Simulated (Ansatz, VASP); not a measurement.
## BN: VASP beside Ansatz

Contents of INCAR:

```
PREC     = Accurate       # precision mode
ENCUT    = 520            # plane-wave cutoff, eV
EDIFF    = 1E-6           # SCF threshold, eV
ISMEAR   = 0              # smearing method
SIGMA    = 0.05           # smearing width, eV
LREAL    = False          # projectors in reciprocal space
LASPH    = True           # aspherical terms in the spheres
NELM     = 80             # most SCF steps
ALGO     = Normal         # electronic algorithm
ISIF     = 2              # what is computed and relaxed
LWAVE    = False          # write WAVECAR
LCHARG   = False          # write CHGCAR
GGA      = PE             # functional
NBANDS   = 11             # bands
```

Contents of KPOINTS:

```
Automatic mesh
0
Gamma
  12 12 12
```

Contents of POSCAR:

```
BN
1.0
    0.0000000000      1.6578393239      1.8490289136
    1.8490289136      0.0000000000      1.8490289136
    1.8490289136      1.6578393239      0.0000000000
B N
1 1
Direct
    0.0000000000      0.0000000000      0.0000000000
    0.7500000000      0.7500000000      0.7500000000
```

Input for Ansatz:

```yaml
crystal:
  lattice:
    - [0.0, 1.6578393239, 1.8490289136]
    - [1.8490289136, 0.0, 1.8490289136]
    - [1.8490289136, 1.6578393239, 0.0]
  atoms:
    - { symbol: B, position: [0.0, 0.0, 0.0] }
    - { symbol: "N", position: [0.75, 0.75, 0.75] }
basis:
  ecutwfc: 520.0
kpoints:
  mp_grid: { grid: [12, 12, 12] }
hamiltonian:
  xc: pbe
scf:
  occupations: { method: gaussian, width: 0.05 }
output:
  forces: true
  stress: true
  eigenvalues: true
  write_density: true
  write_potential: true
  elf: true
  volumetric_format: npy
```

Alike in both runs: task single point; functional PBE; k mesh 12 × 12 × 12; occupations gaussian, width 0.05 eV; no spin polarisation.

```csv
,VASP,Ansatz
version,VASP 6.6.1,Ansatz 0.2.0
potentials or method,"VASP PAW PBE potentials, release 64 (B, N)","scalar-relativistic, plane waves, PAW"
plane-wave cutoff (eV),520,520
valence electrons in the cell,8,8
```

VASP gave:

- gap on the k mesh at the Fermi level (eV): 2.71
- least direct gap on the mesh (eV): 7.99
- pressure (GPa): 19.9
- largest component of the traceless stress (GPa): 39.36

Q: What did Ansatz give for the same quantities?

A: gap on the k mesh at the Fermi level (eV): 2.72; least direct gap on the mesh (eV): 8.00; pressure (GPa): 19.6; largest component of the traceless stress (GPa): 39.35.

Caveats: so large a pressure means that the cell lies far from this level's equilibrium, or that cutoff or potentials fall short (VASP). A k mesh can miss the band edges.
